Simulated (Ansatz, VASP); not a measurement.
## One calculation of CdSe, two programs

The input INCAR:

```
ALGO     = Normal         # electronic algorithm
EDIFF    = 1E-7           # SCF threshold, eV
ENCUT    = 520            # plane-wave cutoff, eV
GGA      = PE             # functional
ISIF     = 2              # what is computed and relaxed
ISMEAR   = -1             # smearing method
LASPH    = T              # aspherical terms in the spheres
LCHARG   = F              # write CHGCAR
LREAL    = F              # projectors in reciprocal space
LWAVE    = F              # write WAVECAR
NBANDS   = 16             # bands
NELM     = 60             # most SCF steps
PREC     = Accurate       # precision mode
SIGMA    = 0.05           # smearing width, eV
```

Contents of KPOINTS:

```
k-points
0
Gamma
  8 8 8
```

File POSCAR:

```
CdSe
1.0
    0.0000000000      2.8929913891      2.8929913891
    2.8929913891      0.0000000000      2.8929913891
    2.8929913891      2.8929913891      0.0000000000
Cd Se
1 1
Direct
    0.0000000000      0.0000000000      0.0000000000
    0.5000000000      0.5000000000      0.5000000000
```

Contents of input.yaml:

```yaml
crystal:
  lattice:
    - [0.0, 2.8929913891, 2.8929913891]
    - [2.8929913891, 0.0, 2.8929913891]
    - [2.8929913891, 2.8929913891, 0.0]
  atoms:
    - { symbol: Cd, position: [0.0, 0.0, 0.0] }
    - { symbol: Se, position: [0.5, 0.5, 0.5] }
kpoints:
  mp_grid: { grid: [8, 8, 8] }
scf:
  occupations: { method: fermi_dirac, width: 0.05 }
hamiltonian:
  xc: pbe
  pseudopotentials: { kind: all_electron, lapw: { basis_error: 0.0005 } }
output:
  forces: true
  stress: true
  eigenvalues: true
```

Change from the starting cell: volume scaled by 1.02.

Alike in both runs: task single point; functional PBE; k mesh 8 × 8 × 8; occupations fermi-dirac, width 0.05 eV; no spin polarisation.

|  | VASP | Ansatz |
| --- | --- | --- |
| version | VASP 6.6.1 | Ansatz 0.2.0 |
| potentials or method | VASP PAW PBE potentials, release 64 (Cd, Se) | all-electron LAPW, scalar-relativistic |
| plane-wave cutoff (eV) | 520 | see its input |

Ansatz gave:

```
gap on the k mesh at the Fermi level (eV) : none
pressure (GPa)                            : -1.4
```

Q: Which values does VASP return?

A: gap on the k mesh at the Fermi level (eV): none; pressure (GPa): -1.1.

A gap of «none» marks a metal or a gap that the smearing closes. Ansatz ran all-electron here, so the differences hold the error of VASP's frozen core and of both bases.
